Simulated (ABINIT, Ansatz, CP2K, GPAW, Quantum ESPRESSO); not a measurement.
## Al: 5 runs at one level of theory

```
CELL_PARAMETERS angstrom
4.49160 0.00000 0.00000
-2.24580 3.88984 0.00000
0.00000 0.00000 2.72260
ATOMIC_POSITIONS crystal
Al 0.33333 0.66667 0.00000
Al 0.66667 0.33333 0.00000
```

This isn't the form of Al at room conditions, which is fcc.

Alike in all runs: task single point; functional PBE; k mesh 7 × 7 × 10; occupations fermi-dirac, width 0.05 eV; no spin polarisation; no spin-orbit coupling. Pressure is positive in compression and, in plane waves, holds the error of the finite cutoff, which Ansatz's Pulay term estimates and takes out.

```json
{"program and potentials": "Ansatz, Ansatz PAW (earlier soft set)", "plane-wave cutoff (eV)": "420", "notes": "Pulay term of +0.02 GPa included", "pressure (GPa)": "1.64"}
{"program and potentials": "Quantum ESPRESSO, SSSP 1.3 efficiency PBE", "plane-wave cutoff (eV)": "748", "notes": "-", "pressure (GPa)": "1.63"}
{"program and potentials": "GPAW, GPAW PAW data sets (gpaw-data 1.2.1)", "plane-wave cutoff (eV)": "600", "notes": "-", "pressure (GPa)": "1.71"}
{"program and potentials": "ABINIT, JTH PAW PBE v2.0", "plane-wave cutoff (eV)": "408", "notes": "-", "pressure (GPa)": "1.61"}
{"program and potentials": "CP2K, POTENTIAL_UZH Al GTH-PBE-q3; TZVP-MOLOPT-PBE-GTH basis", "plane-wave cutoff (eV)": "-", "notes": "atomic basis", "pressure (GPa)": "1.63"}
```

The pressure spans 1.61 (ABINIT, JTH PAW PBE v2.0) to 1.71 GPa (GPAW, GPAW PAW data sets (gpaw-data 1.2.1)). Rows in atomic bases carry the error of their basis and grid, which can be large.

Differences between rows come from potentials, basis sets and numerical settings, since the functional is the same but for its coding. Runs on potential files found faulty are left out.
